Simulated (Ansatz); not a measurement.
TaN, 4 atoms in the cell. Symmetry: P6_3mc, No. 186, hexagonal system. The conventional cell has a = 3.050 Å, b = 3.050 Å, c = 4.940 Å, α = 90.00°, β = 90.00°, γ = 120.00°. Around Ta (site symmetry 3m) lie 4 N at 1.85 to 1.90 Å. Around N (site symmetry 3m) lie 4 Ta at 1.85 to 1.90 Å. 

```yaml
Program: Ansatz 0.2.0
Task: relaxation of cell and atoms
Functional: r2SCAN
Potentials_or_basis: Ansatz PAW
Cutoff: "500 eV (not typed: the program's choice for these potentials)"
k_mesh: 10 × 10 × 6
Occupations: fermi-dirac, width 0.05 eV
Spin: no spin polarisation
Hubbard_terms: Ta d U = 8 eV
Hubbard_projectors: ortho-atomic (the default)
Double_counting: fll (the default)
```

Potentials or basis: Ansatz PAW.

Command:

```sh
$ ansatz run input.yaml --threads 2 --pin off --max-ram 5632MiB --backend cpu --events-out ev --progress --plain --runs-dir out
```

Hardware: 2 threads of Arm Neoverse V2, with other jobs on the host.

Q: How long does it take, and how much memory?

A: It took 90 s on 2 threads of Arm Neoverse V2, on a shared host, peak memory 0.58 GiB. Counts: scf iterations 96, plane waves 1355, k points 56, bands 22, ion steps 14.
